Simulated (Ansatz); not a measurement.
## Quasiparticle levels of MgS (Fm-3m)

Level of theory: G0W0@r²SCAN, full frequency by contour deformation, hand-made PAW set at its accurate level in Ansatz 0.2.0-dev.

Input:

```json
{
 "crystal": {"lattice": [[0.0, 2.58, 2.58], [2.58, 0.0, 2.58], [2.58, 2.58, 0.0]], "atoms": [{"symbol": "Mg", "position": [0.0, 0.0, 0.0]}, {"symbol": "S", "position": [0.5, 0.5, 0.5]}]},
 "basis": {"precision": "f64", "xc_grid": 2},
 "kpoints": {"mp_grid": {"grid": [4, 4, 4], "shift": [0, 0, 0]}},
 "hamiltonian": {"xc": "r2scan", "dispersion": "none", "pseudopotentials": {"kind": "paw", "source": "ansatz", "level": "accurate"}},
 "magnetization": {"spin_polarized": false},
 "scf": {"lower_state_search": "off", "max_iter": 200, "occupations": {"method": "fixed"}, "convergence": {"dr2_threshold": "1e-10 eV"}},
 "output": {},
 "gw": {"n_empty_bands": 221, "ecut_chi": 200, "ecutfock_ratio": 2, "qp_bands": ["v1", "c1"], "screening": {"model": "contour_deformation"}}
}
```

Linearised quasiparticle energies, zero at the top filled Kohn-Sham level among these points. VB is the top filled band, CB the lowest empty one. Points in brackets are given in fractions of the reciprocal vectors. The wave cutoff came out at 760 eV.

| k | band | ε_KS (eV) | Σx − Vxc (eV) | Σc (eV) | Z | ε_QP (eV) |
| --- | --- | --- | --- | --- | --- | --- |
| Γ | VB | 0.00 | -2.68 | 1.55 | 0.79 | -0.89 |
| Γ | CB | 4.85 | 4.24 | -4.20 | 0.82 | 4.89 |
| (0, -0.5, -0.5) | CB | 3.50 | 4.04 | -3.74 | 0.83 | 3.75 |

The gap (from Γ to k = (0, -0.5, -0.5)) opens from 3.50 eV to 4.64 eV.

Electronic (ion-clamped) dielectric constant on this mesh, from the head of the inverse dielectric matrix: 5.1.

The cell is a model at fixed atoms and needn't be the relaxed known crystal. The PAW or pseudopotential files were made with PBE. The mesh is coarse, so these are values at the stated settings, not converged ones. Band sums or response are cut, so the gap isn't at its basis limit. The gap is read on the mesh, and the crystal's band edges can lie off it. With r²SCAN or HSE06 the Kohn-Sham levels are generalised ones. Meshes this coarse can overestimate the dielectric constant by a tenth and more.
